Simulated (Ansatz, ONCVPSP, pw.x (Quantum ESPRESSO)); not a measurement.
**hafnium (Hf) (fcc): variants of one ONCV potential in the solid**

ONCVPSP 4.0.1.1 (patched build) input, shortened (lines: element, Z, core and valence counts, functional; n l f; lmax; l rc ep ncon nbas qcut; lloc lpopt rc5 dvloc0; l nproj debl; icmod fcfact rcfact), PBE, scalar-relativistic:

```
  Hf 72.00   10    4        4      upf
    1    0    2.00
    2    0    2.00
    2    1    6.00
    3    0    2.00
    3    1    6.00
    3    2   10.00
    4    0    2.00
    4    1    6.00
    4    2   10.00
    4    3   14.00
    5    0    2.00
    5    1    6.00
    5    2    2.00
    6    0    2.00
    2
    0    1.75    0.00    4    8    8.10
    1    1.65    0.00    4    8    9.90
    2    2.15    0.00    3    7    4.20
    4    5    1.50    0.00
    0    2    3.20
    1    2    0.50
    2    2    3.80
    2    0.30    0.75
```

In the p channel the program set the typed energies aside and used -1.307, 0.250 Ha.

Crystal test: fcc Hf in pw.x 7.5, no spin, 13³ k-points, Fermi–Dirac smearing 0.01 Ry, cutoffs set for each file from its atomic test. The reference is all-electron LAPW (Ansatz 0.2.0) with the same functional, mesh and smearing; V0 and B0 come from Birch–Murnaghan fits to the pressures at five volumes. Errors are pseudo minus all-electron; Δ is the rms difference of the E(V) curves that follow from these fits, minima aligned, over ±6 % about the mean V0. Mesh and smearing are coarse, so the numbers serve the comparison and aren't converged zero-temperature values; the lattice is a test structure that the element need not adopt.

All-electron: a0 = 4.490 Å (V0 = 22.63 Å³/atom), B0 = 101.6 GPa.

Base: Atomic configuration tests: 1 of 4 tests not solved or not reliable.

3 further variants are left out: they gave no file fit for a test, a broken result, the same result as the base, or pressures whose basis-set error rivals the error shown.

```tsv
change	cutoffs (Ry)	pw.x	a0 (Å)	a0 error (%)	B0 error (%)	Δ (meV/atom)	mean pressure error (GPa)
base	95/380	converged; energies reset by the program	4.469	-0.48	+0.8	7.2	-1.44
s: qcut 7; p: qcut 8.5; d: qcut 3.6	130/520	converged; energies reset by the program	4.460	-0.66	+1.3	10.0	-1.99
s: qcut 8.8; p: qcut 10.7; d: qcut 4.5	85/340	converged; energies reset by the program	4.469	-0.47	+1.0	7.0	-1.41
```
